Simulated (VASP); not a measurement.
Ho: single point with PBE

Ho:

```xyz
1
Lattice="0.0000 2.4942 2.4942 2.4942 0.0000 2.4942 2.4942 2.4942 0.0000" Properties=species:S:1:pos:R:3 pbc="T T T"
Ho    0.0000    0.0000    0.0000
```

This isn't the form of Ho at room conditions, which is hcp.

* Program: VASP 6.6.1
* Task: single point
* Functional: PBE
* Potentials or basis: VASP PAW PBE potentials, release 64 (Ho_3), 4f in core
* Cutoff: 600 eV
* k mesh: 9 × 9 × 9
* Occupations: gaussian, width 0.1 eV
* Spin: collinear spin, ferromagnetic start
* Starting moments: [4.0] μB

| Item | Value |
| --- | --- |
| Pressure | -0.1 GPa |
| Band gap on the k mesh | none (metal or under the smearing width) |
| Net moment | 0.00 μB per cell |
| Valence electrons inside the program's atomic spheres | Ho 8.02 |

Levels at points of the mesh, in eV from the Fermi level:
Spin up:
```csv
k point,band 2,band 3,band 4,band 5,band 6,band 7
"(0.00, 0.00, 0.00)",-23.72,-23.72,-5.41,1.89,1.89,1.89
```
Spin down:
```
           k point  band 1  band 2  band 3  band 4  band 5  band 6  band 7  band 8  band 9
(0.00, 0.00, 0.00)  -23.72  -23.72  -23.72   -5.41    1.89    1.89    1.89    4.22    4.22
```

It took 20 s on 1 thread of Intel(R) Xeon(R) 6975P-C (Granite Rapids) (shared host), peak memory 0.17 GiB.

Caveat: the magnetic or orbital state may not be the lowest; spin-orbit coupling is left out, which moves the levels of the heavy elements; the 4f electrons are frozen in the core as for a trivalent ion, so they carry no moment and show no levels. The state reached can hang on the start; a lower one may exist.
